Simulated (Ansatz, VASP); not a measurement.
**H in VASP and in Ansatz**

INCAR

```
SYSTEM = H
ALGO = Fast ; EDIFF = 1E-6
ENCUT = 520 ; GGA = PS
ISIF = 2 ; ISMEAR = 0
LASPH = .TRUE. ; LCHARG = .FALSE.
LREAL = .FALSE. ; LWAVE = .FALSE.
NBANDS = 10 ; NELM = 80
PREC = Accurate ; SIGMA = 0.02
```

Contents of KPOINTS:

```
k-points
0
G
  2 2 1
  0 0 0
```

The input POSCAR:

```
H
1.0
    1.6658090373     -2.7469537335     -0.0052436491
    1.6113438920      2.7140848555      0.0007060932
   -0.0086892704      0.0068758389      6.2934434662
H
4
Direct
    0.5662535610      0.4206466936      0.9977276521
    0.4258355753      0.5462440783      0.0069937013
    0.4030250062      0.5602515494      0.5008543439
    0.5770581392      0.4048615582      0.5055121593
```

Input for Ansatz:

```yaml
crystal:
  lattice:
    - [1.6658090373, -2.7469537335, -0.0052436491]
    - [1.611343892, 2.7140848555, 0.0007060932]
    - [-0.0086892704, 0.0068758389, 6.2934434662]
  atoms:
    - { symbol: H, position: [0.566253561, 0.4206466936, 0.9977276521] }
    - { symbol: H, position: [0.4258355753, 0.5462440783, 0.0069937013] }
    - { symbol: H, position: [0.4030250062, 0.5602515494, 0.5008543439] }
    - { symbol: H, position: [0.5770581392, 0.4048615582, 0.5055121593] }
basis:
  ecutwfc: 420
kpoints:
  mp_grid: { grid: [2, 2, 1] }
hamiltonian:
  xc: pbesol
scf:
  occupations: { method: gaussian, width: 0.02 }
output:
  forces: true
  stress: true
  eigenvalues: true
```

Change from the starting cell: kmesh displaced: [2, 2, 1] Gamma-centred.

Alike in both runs: task single point; functional PBEsol; k mesh 2 × 2 × 1; occupations gaussian, width 0.02 eV; no spin polarisation.

```csv
,VASP,Ansatz
version,VASP 6.6.1,Ansatz 0.2.0
potentials or method,"VASP PAW PBE potentials, release 64 (H)","scalar-relativistic, plane waves, PAW"
plane-wave cutoff (eV),520,420
valence electrons in the cell,4,4
```

Ansatz gave:

| Property | Result |
| --- | --- |
| gap on the k mesh at the Fermi level (eV) | 6.75 |
| least direct gap on the mesh (eV) | 6.75 |
| pressure (GPa) | -0.6 |
| largest component of the traceless stress (GPa) | 4.13 |
| rms of the force components (eV/Å) | 1.445 |

Task: Estimate VASP's values.

Result: gap on the k mesh at the Fermi level (eV): 6.75; least direct gap on the mesh (eV): 6.75; pressure (GPa): -0.7; largest component of the traceless stress (GPa): 4.12; rms of the force components (eV/Å): 1.440.

Atom by atom the forces differ by 0.004 eV/Å (rms over components). With one functional, cell and mesh, what is left measures potentials, basis and numerics.

Caveats: the k mesh is coarse (spacing up to 1.13 Å⁻¹), so the values aren't converged; the PAW data sets were made with another functional, which shifts forces and pressure a little (VASP); an odd mesh through Γ misses points on the zone boundary, where band edges often lie.
